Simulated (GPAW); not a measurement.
## MgB2: single point with LDA

The system is MgB2.

```
CELL_PARAMETERS angstrom
3.08500 0.00000 0.00000
-1.54250 2.67169 0.00000
0.00000 0.00000 3.52300
ATOMIC_POSITIONS crystal
Mg 0.00000 0.00000 0.00000
B 0.66667 0.33333 0.50000
B 0.33333 0.66667 0.50000
```

```
Program             : GPAW 26.7.0
Task                : single point
Functional          : LDA
Potentials or basis : the program's PAW data sets (release 1.2.1) made for this functional, other valence
Cutoff              : 650 eV
Basis               : pw
k mesh              : 8 × 8 × 6
Occupations         : fermi-dirac, width 0.05 eV
Spin                : no spin polarisation
```

```json
{"Pressure": "-6.2 GPa", "Band gap on the k mesh": "none (metal or under the smearing width)"}
```

Stress tensor (GPa, compression positive):
```
-6.34  0.00  0.00
 0.00 -6.34  0.00
 0.00  0.00 -5.92
```

Levels at points of the mesh, in eV from the Fermi level:
```csv
k point,band 2,band 3,band 4,band 5,band 6,band 7
"(0.00, 0.00, 0.00)",-2.98,0.36,0.36,1.69,6.23,6.23
"(0.00, 0.00, 0.50)",-7.49,0.71,0.71,6.73,6.73,7.86
"(0.50, 0.50, 0.00)",-7.79,-2.20,0.28,3.01,4.05,5.24
"(0.50, 0.50, 0.50)",-6.89,-3.62,-1.86,-1.33,5.73,8.60
```

Wall time 11 s on 1 thread of Arm Neoverse V1, with other jobs on the host, peak memory 0.14 GiB.

Caveat: the cutoff is short for stress and forces, so pressures can be off by a GPa or more.
